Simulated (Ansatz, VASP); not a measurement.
**One calculation of BaS, two programs**

```xyz
2
Lattice="0.0000 3.1663 3.1188 3.1663 0.0000 3.1188 3.1663 3.1663 0.0000" Properties=species:S:1:pos:R:3 pbc="T T T"
Ba    0.0000    0.0000    0.0000
S     3.1663    3.1663    3.1188
```

Change from the starting cell: strain -0.0150 x Voigt [0, 0, 1, 0, 0, 0], atoms carried along.

Alike in both runs: task single point; functional PBEsol; k mesh 8 × 8 × 8; occupations gaussian, width 0.05 eV; no spin polarisation.

```csv
,VASP,Ansatz
version,VASP 6.6.1,Ansatz 0.2.0
potentials or method,"VASP PAW PBE potentials, release 64 (Ba_sv, S)","scalar-relativistic, plane waves, PAW"
plane-wave cutoff (eV),520,420
valence electrons in the cell,16,16
```

VASP gave:

| Item | Value |
| --- | --- |
| gap on the k mesh at the Fermi level (eV) | 1.85 |
| least direct gap on the mesh (eV) | 1.98 |
| pressure (GPa) | 1.5 |
| largest component of the traceless stress (GPa) | 1.06 |

**Question.** Estimate Ansatz's values.

**Answer.** gap on the k mesh at the Fermi level (eV): 1.97; least direct gap on the mesh (eV): 2.05; pressure (GPa): 0.7; largest component of the traceless stress (GPa): 0.97.

Caveats: the PAW data sets were made with another functional, which shifts forces and pressure a little (VASP); spin-orbit coupling is left out, which moves the levels of the heavy elements. A k mesh can miss the band edges.
